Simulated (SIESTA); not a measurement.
Runs of SIESTA 5.4.2 on CdS (Hawleyite). It takes space group F-43m (No. 216, cubic). Conventional cell: a = 5.833 Å, b = 5.833 Å, c = 5.833 Å, α = 90.00°, β = 90.00°, γ = 90.00°. Cd (site symmetry -43m) is surrounded by 4 S at 2.53 Å. S (site symmetry -43m) is surrounded by 4 Cd at 2.53 Å. 

| task | level | potentials or basis | gap on the mesh (eV) | pressure (GPa) | V0 of scaled cells (Å³/atom) | B0 (GPa) |
| --- | --- | --- | --- | --- | --- | --- |
| equation of state | LDA | PseudoDojo 0.4 standard (LDA files), DZP (energy shift 0.003 Ry; two zetas on semicore shells) | - | - | 24.00 | 71 |
| band structure | BLYP | PseudoDojo 0.4 standard (PBE files), DZP (energy shift 0.003 Ry; two zetas on semicore shells) | 1.36 | 6.5 | - | - |
| band structure | vdW-DF-cx | PseudoDojo 0.4 standard (PBE files), DZP (energy shift 0.003 Ry; two zetas on semicore shells) | 1.26 | (d) | - | - |
| single point | PBEsol | PseudoDojo 0.4 standard (PBEsol files), DZP (energy shift 0.003 Ry; two zetas on semicore shells) | 1.24 | 0.0 | - | - |
| equation of state | PBEsol | PseudoDojo 0.4 standard (PBEsol files), DZP (energy shift 0.003 Ry; two zetas on semicore shells) | - | - | (c) | 64 |
| band structure | AM05 | PseudoDojo 0.4 standard (PBEsol files), DZP (energy shift 0.003 Ry; two zetas on semicore shells) | (b) | (a) | - | - |

Alike in all rows: no spin polarisation; cell as given; k mesh 8 × 8 × 8; smearing fermi-dirac 0.05 eV; grid cutoff 800 Ry; energy shift 0.003 Ry.

Q: Estimate the missing entries.

A: (a) 0.6; (b) 1.34; (c) 24.82; (d) 0.9.

Caveats: the basis of atomic orbitals isn't converged, which shifts pressures, moduli and gaps; the potentials were made for another functional, which shifts forces and pressure (some runs).

A k mesh can miss the band edges, and the runs leave out spin-orbit coupling on Cd.
